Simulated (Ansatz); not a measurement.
Band table of BaS

```
CELL_PARAMETERS angstrom
0.00000 3.21305 3.21305
3.21305 0.00000 3.21305
3.21305 3.21305 0.00000
ATOMIC_POSITIONS crystal
Ba 0.00000 0.00000 0.00000
S 0.50000 0.50000 0.50000
```

Atoms are numbered in the order listed.

The cell was built from the rocksalt type and relaxed in the same program, and has space group Fm-3m; it needn't be a known or the stable phase.

Spin–orbit coupling is left out, though it moves levels of the heavy atoms by tenths of an eV or more.

The calculation used DFT, LDA, all-electron LAPW, scalar-relativistic (Ansatz 0.2.0).

Numerical set-up: a Γ-centred 12×12×12 k mesh, Fermi–Dirac smearing of 0.05 eV, basis error target 1 meV/atom, no spin polarisation.

Path points, in fractions of the reciprocal vectors: Γ (0.000, 0.000, 0.000), X (0.500, 0.000, 0.500), U (0.625, 0.250, 0.625), K (0.375, 0.375, 0.750), L (0.500, 0.500, 0.500), W (0.500, 0.250, 0.750). Levels in eV from the valence-band top; bands 15 to 24, counted from the lowest band of the run. The gap is 2.03 eV, indirect from Γ to X (0.5, 0, 0.5).

```
# k(1/Å) point b15 b16 b17 b18 b19 b20 b21 b22 b23 b24
0.000 Γ -11.03 -11.03 -11.03 -10.24 0.00 0.00 0.00 3.29 3.80 3.80
0.196 - -11.25 -11.05 -11.05 -9.98 -0.51 -0.05 -0.05 3.52 3.66 4.13
0.391 - -11.53 -11.10 -11.10 -9.70 -1.14 -0.13 -0.13 2.97 4.17 5.01
0.587 - -11.63 -11.15 -11.15 -9.71 -1.19 -0.16 -0.16 2.47 4.76 5.42
0.782 - -11.58 -11.20 -11.20 -9.97 -0.77 -0.14 -0.14 2.15 5.42 5.76
0.978 X -11.51 -11.22 -11.22 -10.14 -0.49 -0.12 -0.12 2.03 5.81 5.91
1.047 - -11.50 -11.25 -11.22 -10.11 -0.49 -0.17 -0.14 2.09 5.87 5.97
1.116 - -11.49 -11.32 -11.21 -10.03 -0.49 -0.30 -0.21 2.25 6.03 6.13
1.185 - -11.48 -11.42 -11.20 -9.91 -0.50 -0.49 -0.31 2.49 6.25 6.39
1.254 - -11.53 -11.45 -11.18 -9.79 -0.70 -0.50 -0.43 2.80 6.06 6.43
1.323 U -11.63 -11.43 -11.17 -9.66 -0.92 -0.56 -0.50 3.17 5.71 6.46
1.443 - -11.68 -11.39 -11.18 -9.60 -1.05 -0.59 -0.51 3.47 5.22 6.40
1.563 - -11.71 -11.34 -11.23 -9.55 -1.15 -0.58 -0.53 3.95 4.56 6.36
1.683 - -11.71 -11.34 -11.23 -9.55 -1.15 -0.58 -0.53 3.95 4.56 6.36
1.802 - -11.68 -11.39 -11.18 -9.60 -1.05 -0.59 -0.51 3.47 5.22 6.40
1.922 K -11.63 -11.43 -11.17 -9.66 -0.92 -0.56 -0.50 3.17 5.71 6.46
2.130 - -11.85 -11.32 -11.11 -9.38 -1.42 -0.86 -0.48 4.52 4.79 5.71
2.337 - -11.87 -11.21 -11.06 -9.33 -1.51 -0.91 -0.38 4.12 4.92 5.06
2.544 - -11.66 -11.11 -11.03 -9.55 -1.13 -0.66 -0.22 3.77 4.31 4.49
2.752 - -11.30 -11.05 -11.03 -9.95 -0.44 -0.24 -0.06 3.73 3.77 3.93
2.959 Γ -11.03 -11.03 -11.03 -10.24 0.00 0.00 0.00 3.29 3.80 3.80
3.129 - -11.24 -11.03 -11.03 -10.03 -0.28 -0.13 -0.13 3.63 3.84 3.94
3.298 - -11.58 -11.04 -11.04 -9.66 -0.85 -0.42 -0.42 3.81 4.35 4.35
3.467 - -11.87 -11.06 -11.06 -9.34 -1.40 -0.72 -0.72 4.10 4.97 4.97
3.637 - -12.06 -11.07 -11.07 -9.12 -1.77 -0.93 -0.93 4.64 5.73 5.73
3.806 L -12.13 -11.07 -11.07 -9.04 -1.90 -1.01 -1.01 5.28 5.43 6.22
3.944 - -12.10 -11.10 -11.08 -9.10 -1.82 -0.97 -0.95 5.04 5.29 6.21
4.083 - -12.00 -11.18 -11.11 -9.24 -1.58 -0.87 -0.81 4.65 4.91 6.36
4.221 - -11.85 -11.27 -11.17 -9.42 -1.32 -0.71 -0.64 4.35 4.50 6.57
4.359 - -11.67 -11.34 -11.27 -9.57 -1.13 -0.54 -0.51 4.17 4.22 6.29
4.497 W -11.54 -11.37 -11.37 -9.63 -1.07 -0.46 -0.46 4.12 4.12 6.17
4.595 - -11.52 -11.41 -11.32 -9.67 -0.99 -0.49 -0.41 3.47 4.82 6.12
4.693 - -11.45 -11.45 -11.28 -9.78 -0.77 -0.50 -0.33 2.90 5.55 6.02
4.791 - -11.48 -11.35 -11.25 -9.94 -0.50 -0.48 -0.24 2.45 5.94 6.28
4.889 - -11.50 -11.26 -11.23 -10.08 -0.49 -0.22 -0.15 2.14 5.87 6.08
4.986 X -11.51 -11.22 -11.22 -10.14 -0.49 -0.12 -0.12 2.03 5.81 5.91
```
